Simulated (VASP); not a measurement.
Set up this calculation in VASP 6.6.1, as the native input.

```
Task                   : relaxation of the atoms
Functional             : PBE
Dispersion             : D3(BJ)
Potentials or basis    : VASP PAW PBE potentials, release 64 (Sb)
Cutoff                 : 520 eV
k mesh                 : 9 × 9 × 9
Occupations            : gaussian, width 0.02 eV
Spin                   : no spin polarisation
Further INCAR settings : ALGO = Fast; EDIFF = 1e-07; IBRION = 2; EDIFFG = -0.002; NSW = 80
```

The structure of Sb lies in POSCAR:

```
Sb
1.0
    2.1542000000      1.2437279500      3.7580000000
   -2.1542000000      1.2437279500      3.7580000000
    0.0000000000     -2.4874559000      3.7580000000
Sb
2
Direct
    0.2334900000      0.2334900000      0.2334900000
    0.7665100000      0.7665100000      0.7665100000
```

One way to write it, as run:

INCAR

```
SYSTEM = Sb
  ALGO = Fast
  EDIFF = 1E-7
  EDIFFG = -0.002
  ENCUT = 520
  GGA = PE
  IBRION = 2
  ISIF = 2
  ISMEAR = 0
  IVDW = 12
  LASPH = .True.
  LCHARG = .False.
  LREAL = .False.
  LWAVE = .False.
  NELM = 60
  NSW = 80
  PREC = Accurate
  SIGMA = 0.02
```

KPOINTS

```
k-points
0
Gamma
  9 9 9
  0 0 0
```

Potentials or basis: VASP PAW PBE potentials, release 64 (Sb).

Command:

```console
$ cat potpaw_PBE.64/Sb/POTCAR > POTCAR
$ mpirun -np 1 vasp_std > vasp.out
```

Results of the run:

```yaml
Energy_gained_by_relaxing: 2.1 meV/atom
Ionic_steps: 4
Pressure_after_relaxing: -0.3 GPa
Band_gap_on_the_k_mesh: 0.03 eV, indirect (least direct gap 0.47 eV)
Dispersion_energy_per_atom: -0.473 eV
```

Caveat: spin-orbit coupling is left out, which moves the levels of the heavy elements; an odd mesh through Γ misses points on the zone boundary, where band edges often lie.

It took 75 s on 1 thread of Intel(R) Xeon(R) Platinum 8488C (Sapphire Rapids) (shared host), peak memory 0.24 GiB.
